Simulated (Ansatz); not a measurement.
## A series in volume per atom on Pt

All results are calculated (Ansatz 0.2.0 development build). Equation of state of a cubic crystal from periodic Kohn-Sham density functional theory without spin; pressure corrected for the finite basis.

Cell of the first row (space group Im-3m, No. 229):
```
CELL_PARAMETERS angstrom
-1.57180 1.57180 1.57180
1.57180 -1.57180 1.57180
1.57180 1.57180 -1.57180
ATOMIC_POSITIONS crystal
Pt 0.00000 0.00000 0.00000
```

Settings of every row: formula Pt; structure type bcc; functional PBE; spin treatment none; k mesh 24x24x24; occupation method fermi-dirac; occupation width 0.061225619 eV; wave cutoff 570 eV; datasets hand-made PAW; density cutoff ratio 4.

Limits: a cubic model structure, not a phase known at ambient conditions; the SCF threshold is loose for a stress in some rows; no spin-orbit coupling, which can matter with elements this heavy.

```csv
row,volume per atom (Å³),pressure (GPa),energy above lowest point (meV/atom)
1,15.531,4.933,4.64
2,15.848,?,?
3,16.166,-4.573,4.75
4,16.482,-8.477,17.74
5,16.799,-11.904,37.97
```

Question: what pressure should row 2 give?

Worked fit of pressure. Take u = (V_r/V)^(2/3) − 1 with V_r = 16.324 Å³ an atom, which is twice the finite (Eulerian) strain; such expansions in the strain, on which the Birch-Murnaghan equation of state is built, carry the rest volume and the bulk modulus. The shown rows have u = 0.03376, 0.00651, -0.0064, -0.01894. Least squares give pressure = −6.5898 + 302.396 × u + 1152.73 × u² GPa; a straight line predicts inner rows, each left out in turn, worse (root mean square 0.49 against 0.0018 GPa). The rows lie off it by 0.000, -0.001, 0.001, 0.000. The pressure vanishes at u = 0.0202, or V = 15.84 Å³ an atom, and there the bulk modulus at fixed shape and fractions is B = −V dP/dV = (2/3)(1 + u) dP/du = 237 GPa. The withheld row has u = 0.01992, so the fit gives −6.5898 + 302.396 × (0.01992) + 1152.73 × (0.01992)² = -0.109 GPa.

The calculation gave -0.127 GPa. The fit lies 0.018 GPa (14 % of the value, 0.11 % of the column's range) above it; its largest miss of a shown row is 0.001 GPa.

The other values of row 2: energy above lowest point 0 meV/atom.
